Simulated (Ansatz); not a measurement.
Here is an Ansatz 0.2.0 calculation.

input.yaml

```yaml
crystal:
  lattice:
    - [4.0896976867, 0.0, 0.0]
    - [-2.0448488433, 3.5417820905, 0.0]
    - [0.0, 0.0, 3.788167]
  atoms:
    - { symbol: Pb, position: [0.0, 0.0, 0.0] }
    - { symbol: S, position: [0.6666666667, 0.3333333333, 0.5] }
hamiltonian:
  xc: pbe
  pseudopotentials: { kind: paw_fr }
magnetization:
  noncollinear: true
  spin_orbit: true
kpoints:
  mp_grid: { grid: [6, 6, 5] }
  band_path:
    path:
      - [[0.0, 0.0, 0.0], [0.5, 0.0, 0.0], [0.3333333333, 0.3333333333, 0.0], [0.0, 0.0, 0.0], [0.0, 0.0, 0.5], [0.5, 0.0, 0.5], [0.3333333333, 0.3333333333, 0.5], [0.0, 0.0, 0.5]]
      - [[0.5, 0.0, 0.5], [0.5, 0.0, 0.0]]
      - [[0.3333333333, 0.3333333333, 0.0], [0.3333333333, 0.3333333333, 0.5]]
    npoints: 14
scf:
  occupations: { method: fermi_dirac, width: 0.05 }
  n_extra_bands: 6
output:
  forces: true
  stress: true
  eigenvalues: true
  fatbands: false
```

Potentials or basis: Ansatz PAW.

Run with:

```sh
$ ansatz run input.yaml --threads 2 --pin off --max-ram 5632MiB --backend cpu --events-out ev --progress --plain --runs-dir out
```

Task: Estimate the pressure.

Result: -0.4 GPa.

Task: What does it give for the band gap on the k mesh?

Result: None (metal or under the smearing width).

Levels at the corners of the path, in eV from the Fermi level:
| point | band 17 | band 18 | band 19 | band 20 | band 21 | band 22 | band 23 | band 24 |
| --- | --- | --- | --- | --- | --- | --- | --- | --- |
| Γ | -1.68 | -1.68 | -1.57 | -1.57 | 2.68 | 2.68 | 4.05 | 4.05 |
| M | -1.72 | -1.72 | -1.14 | -1.14 | 1.79 | 1.79 | 3.79 | 3.79 |
| K | -1.00 | -0.98 | 0.16 | 0.21 | 1.01 | 2.43 | 2.79 | 3.82 |
| Γ | -1.68 | -1.68 | -1.57 | -1.57 | 2.68 | 2.68 | 4.05 | 4.05 |
| A | -1.03 | -1.03 | 0.10 | 0.10 | 0.60 | 0.60 | 3.29 | 3.29 |
| L | -3.83 | -3.83 | -1.39 | -1.39 | 1.69 | 1.69 | 3.01 | 3.01 |
| H | -3.92 | -3.79 | -2.25 | -2.24 | -0.73 | 0.19 | 3.84 | 4.25 |
| A | -1.03 | -1.03 | 0.10 | 0.10 | 0.60 | 0.60 | 3.29 | 3.29 |
| L | -3.83 | -3.83 | -1.39 | -1.39 | 1.69 | 1.69 | 3.01 | 3.01 |
| M | -1.72 | -1.72 | -1.14 | -1.14 | 1.79 | 1.79 | 3.79 | 3.79 |
| K | -1.00 | -0.98 | 0.16 | 0.21 | 1.01 | 2.43 | 2.79 | 3.82 |
| H | -3.92 | -3.79 | -2.25 | -2.24 | -0.73 | 0.19 | 3.84 | 4.25 |
